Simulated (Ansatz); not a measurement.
Se vacancy in PtSe$_{2}$

All numbers below come from DFT PBE, scalar-relativistic, plane waves, PAW (Ansatz). Run with 420 eV cutoff, 2×2×2 k-mesh, shifted by half a step, Gaussian smearing of 0.01 eV, collinear spin in charge +1, -1 alone.

Host crystal, relaxed:

```yaml
crystal:
  lattice:
    - [3.75156, 0.00000, 0.00000]
    - [-1.87578, 3.24895, 0.00000]
    - [0.00000, 0.00000, 6.50133]
  atoms:
    - { symbol: Pt, position: [0.00000, 0.00000, 0.00000] }
    - { symbol: Se, position: [0.66667, 0.33333, 0.79903] }
    - { symbol: Se, position: [0.33333, 0.66667, 0.20097] }
```

Supercell of 27 atoms, rows in host cell vectors: -1 1 1; -1 -2 1; 2 1 1. Atoms relax at the host's cell from a start displaced at random by 0.05 Å near the defect, so other minima may exist. The cell is small, so energies carry finite-size errors of tenths of an eV. The host's Kohn–Sham gap is 0.82 eV. Atoms are taken from and returned to the elements' standard states. Charged cells are corrected for image charges with the computed static dielectric tensor (mean 13.5) and aligned with the host's potential at far atoms (alignment terms reach 1.91 eV; the program doubts the alignment in some charges, where it is up to 1.91 eV). No band-filling term is added, and the Fermi level counts from the host's valence band top.

Spin-orbit coupling is left out, which matters for the bands and energies of heavy elements. Starting moments were lost in some runs.

Defect: Se vacancy set at (0.667, 0.333, 0.799) of the host cell. Before relaxation its nearest neighbours are 3 Pt at 2.53 Å.

| charge | E_f at the valence band top (eV) | over the neutral state (eV) | moment (μB) | largest move (Å) | atoms near the site |
| --- | --- | --- | --- | --- | --- |
| +2 | 1.42 | -0.44 | 0.00 | 0.05 | 3 Pt at 2.55 Å |
| +1 | 1.49 | -0.37 | 0.50 | 0.06 | 3 Pt at 2.54 Å |
| 0 | 1.87 | 0.00 | 0.00 | 0.05 | 2 Pt at 2.52 Å, 1 Pt at 2.53 Å |
| -1 | 2.69 | 0.82 | 0.50 | 0.20 | 1 Pt at 2.52 Å, 1 Pt at 2.53 Å, 1 Pt at 2.54 Å |

Among the charges computed the stable one is +2 at the valence band top, changing to +1 at 0.07 eV, changing to 0 at 0.37 eV. In charge -1 the extra carrier would gain by moving to a band edge of the host, so it isn't bound in the gap, though by less than the errors named above. In charge +1, -1 the cell has partly filled bands: a level of the defect may be part filled, the carrier may sit in the host's bands, or levels may cross between the k points, so transitions that involve it are doubtful. Without the alignment that the program doubts, the level (+2/+1) would lie at -1.05 eV, outside the gap, so these runs don't decide whether the defect changes charge there. Without the alignment that the program doubts, the level (+1/0) would lie at -0.42 eV, outside the gap, so these runs don't decide whether the defect changes charge there. Fractional moments come from partly filled bands of the small cell.